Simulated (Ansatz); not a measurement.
**Structure types of V compared at 130 GPa**

Structure types of V are relaxed in primitive cells with their symmetry kept at 130 GPa, first on PAW files, then by LAPW. The enthalpy is E + pV at zero temperature, without zero-point motion. Only the types listed were tried, and differences under about 5 meV/atom are mesh noise. Not among the end structures: fcc, which may lie lower.

Level of theory: DFT with PBE, scalar-relativistic, in Ansatz 0.2.0; Fermi–Dirac smearing of 0.1 eV, no spin polarisation. LAPW: all electrons, basis error target 0.5 meV/atom; PAW: frozen-core files, cutoff 420 eV.

k meshes: bcc 20×20×20, hcp 18×18×10, sc 18×18×18, omega 10×10×13, diamond 15×15×15.

Task: Which type is lowest in enthalpy, and by how much?

Result: bcc, 229 meV/atom below omega. The whole table:

| start type | ends as | a, b, c (Å) | V (Å³/atom) | H − H(lowest), LAPW (meV/atom) | same, PAW |
| --- | --- | --- | --- | --- | --- |
| bcc | bcc, Im-3m | 2.652, 2.652, 2.652 | 9.33 | 0.0 | 0.0 |
| hcp | hcp, P6_3/mmc | 2.292, 2.292, 4.172 | 9.49 | 441.8 | 442.7 |
| sc | sc, Pm-3m | 2.126, 2.126, 2.126 | 9.62 | 1270.4 | 1271.5 |
| omega | omega, P6/mmm | 3.923, 3.923, 2.122 | 9.43 | 229.1 | 229.7 |
| diamond | diamond, Fd-3m | 4.333, 4.333, 4.333 | 10.17 | 3820.6 | 3810.3 |

Task: Split the lead of bcc over omega into energy and pV.

Result: For omega less bcc: ΔE = +147.4 meV/atom, and p·ΔV = 130 GPa × +0.1007 Å³ × 6.242 meV/(GPa·Å³) = +81.7 meV/atom, together 229.1 meV/atom. bcc wins on both counts.
